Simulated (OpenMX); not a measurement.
The system is WC (Qusongite).

```
CELL_PARAMETERS angstrom
2.90650 0.00000 0.00000
-1.45325 2.51710 0.00000
0.00000 0.00000 2.83660
ATOMIC_POSITIONS crystal
W 0.00000 0.00000 0.00000
C 0.66667 0.33333 0.50000
```

Base run:

- Program: OpenMX 3.8.5
- Functional: PBE
- Potentials or basis: OpenMX 2013 PBE set, W7.0-s3p2d2, C6.0-s2p2, grid cutoff 560 Ry
- k mesh: 7 × 7 × 7
- Occupations: fermi-dirac, width 0.05 eV
- Spin: no spin polarisation

Its results: band gap on the k mesh none (metal or under the smearing width); pressure 11.7 GPa; largest force 0.041 eV/Å.

**Question.** The run is repeated on the same cell with these changes: potentials or basis from OpenMX 2013 PBE set, W7.0-s3p2d2, C6.0-s2p2, grid cutoff 560 Ry to OpenMX 2013 PBE set, W7.0-s3p2d2f1, C6.0-s2p2d1, grid cutoff 400 Ry; k mesh from 7 × 7 × 7 to 11 × 11 × 9. What comes out?

**Answer.** Band gap on the k mesh none (metal or under the smearing width); pressure 5.9 GPa; largest force 0.040 eV/Å.

Caveats: the basis of atomic orbitals isn't converged, which shifts pressures, moduli and gaps.

Not every run made on this cell is shown here.
